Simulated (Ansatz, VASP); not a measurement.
**One calculation of CuO (Tenorite), two programs**

Contents of INCAR:

```
SYSTEM = CuO
ALGO = Normal
EDIFF = 1E-7
ENCUT = 520
ISIF = 2
ISMEAR = -1
LASPH = .True.
LCHARG = .False.
LREAL = .False.
LWAVE = .False.
NBANDS = 25
NELM = 100
PREC = Accurate
SIGMA = 0.05
```

Contents of KPOINTS:

```
k-points
0
Gamma
  10 10 5
  0 0 0
```

The input POSCAR:

```
CuO
1.0
    2.3446500000     -1.7134000000      0.0000000000
    2.3446500000      1.7134000000      0.0000000000
   -0.8605543552      0.0000000000      5.0594363927
Cu O
2 2
Direct
    0.4968000000      0.0032000000      0.5000000000
    0.0032000000      0.4968000000      0.0000000000
    0.4056000000      0.5714000000      0.7537000000
    0.5714000000      0.4056000000      0.2537000000
```

The input input.yaml:

```yaml
crystal:
  lattice:
    - [2.34465, -1.7134, 0.0]
    - [2.34465, 1.7134, 0.0]
    - [-0.8605543552, 0.0, 5.0594363927]
  atoms:
    - { symbol: Cu, position: [0.4968, 0.0032, 0.5] }
    - { symbol: Cu, position: [0.0032, 0.4968, 0.0] }
    - { symbol: O, position: [0.4056, 0.5714, 0.7537] }
    - { symbol: O, position: [0.5714, 0.4056, 0.2537] }
kpoints:
  mp_grid: { grid: [10, 10, 5] }
scf:
  occupations: { method: fermi_dirac, width: 0.05 }
hamiltonian:
  xc: lda
  pseudopotentials: { kind: all_electron, lapw: { basis_error: 0.002 } }
output:
  forces: true
  stress: true
  eigenvalues: true
```

Alike in both runs: task single point; functional LDA; k mesh 10 × 10 × 5; occupations fermi-dirac, width 0.05 eV; no spin polarisation.

|  | VASP | Ansatz |
| --- | --- | --- |
| version | VASP 6.6.1 | Ansatz 0.2.0 |
| potentials or method | VASP PAW LDA potentials, release 64 (Cu, O) | all-electron LAPW, scalar-relativistic |
| plane-wave cutoff (eV) | 520 | see its input |

|  | VASP | Ansatz | Ansatz less VASP |
| --- | --- | --- | --- |
| gap on the k mesh at the Fermi level (eV) | none | none | - |
| pressure (GPa) | -8.8 | -9.4 | -0.65 |
| largest component of the traceless stress (GPa) | 3.29 | 3.61 | +0.321 |
| rms of the force components (eV/Å) | 0.428 | 0.425 | -0.0034 |

Atom by atom the forces differ by 0.019 eV/Å (rms over components). A gap of «none» marks a metal or a gap that the smearing closes. Ansatz ran all-electron here, so the differences hold the error of VASP's frozen core and of both bases.

Caveats: the run has no spin polarisation, though such a crystal can be magnetic; semilocal functionals often make such compounds metallic where correlation or magnetic order opens a gap, which also shifts bond lengths.
